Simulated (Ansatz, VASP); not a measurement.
# Two plane-wave programs on WC

File INCAR:

```
SYSTEM = WC
PREC     = Accurate       ! precision mode
ENCUT    = 520            ! plane-wave cutoff, eV
EDIFF    = 1E-6           ! SCF threshold, eV
ISMEAR   = 1              ! smearing method
SIGMA    = 0.1            ! smearing width, eV
LREAL    = .FALSE.        ! projectors in reciprocal space
LASPH    = .TRUE.         ! aspherical terms in the spheres
NELM     = 100            ! most SCF steps
ALGO     = Normal         ! electronic algorithm
ISIF     = 2              ! what is computed and relaxed
LWAVE    = .FALSE.        ! write WAVECAR
LCHARG   = .FALSE.        ! write CHGCAR
GGA      = PS             ! functional
NBANDS   = 16             ! bands
```

File KPOINTS:

```
Automatic mesh
0
G
  6 6 6
  0 0 0
```

File POSCAR:

```
WC
1.0
    0.0000000000      2.1926840000      2.1926840000
    2.1926840000      0.0000000000      2.1926840000
    2.1926840000      2.1926840000      0.0000000000
W C
1 1
Direct
   -0.0156069422     -0.0176246352      0.0525446362
    0.4046693803      0.5507318219      0.5281921062
```

Input for Ansatz:

```yaml
crystal:
  lattice:
    - [0.0, 2.192684, 2.192684]
    - [2.192684, 0.0, 2.192684]
    - [2.192684, 2.192684, 0.0]
  atoms:
    - { symbol: W, position: [-0.015606942245067403, -0.017624635203645135, 0.05254463615993345] }
    - { symbol: C, position: [0.404669380269325, 0.5507318219387712, 0.5281921061945558] }
basis:
  ecutwfc: 420.0
kpoints:
  mp_grid:
    grid: [6, 6, 6]
hamiltonian:
  xc: pbesol
  pseudopotentials:
    kind: paw
scf:
  occupations:
    method: methfessel_paxton
    width: 0.1
output:
  forces: true
```

The cell comes from a database or a generator and needn't be the stable form of this composition.

Alike in both runs: task single point; functional PBEsol; k mesh 6 × 6 × 6; occupations methfessel-paxton of order 1, width 0.1 eV; no spin polarisation.

|  | VASP | Ansatz |
| --- | --- | --- |
| version | VASP 6.6.1 | Ansatz 0.2.0 |
| potentials or method | VASP PAW PBE potentials, release 64 (W_sv, C) | plane waves, PAW |
| plane-wave cutoff (eV) | 520 | 420 |
| valence electrons in the cell | 18 | 18 |

```tsv
	VASP	Ansatz	Ansatz less VASP
rms of the force components (eV/Å)	1.266	1.245	-0.0214
```

Atom by atom the forces differ by 0.021 eV/Å (rms over components).

Caveats: the k mesh is coarse (spacing up to 0.41 Å⁻¹), so the values aren't converged; the PAW data sets were made with another functional, which shifts forces and pressure a little (VASP). The runs have no spin-orbit coupling, so splittings on W are missing.
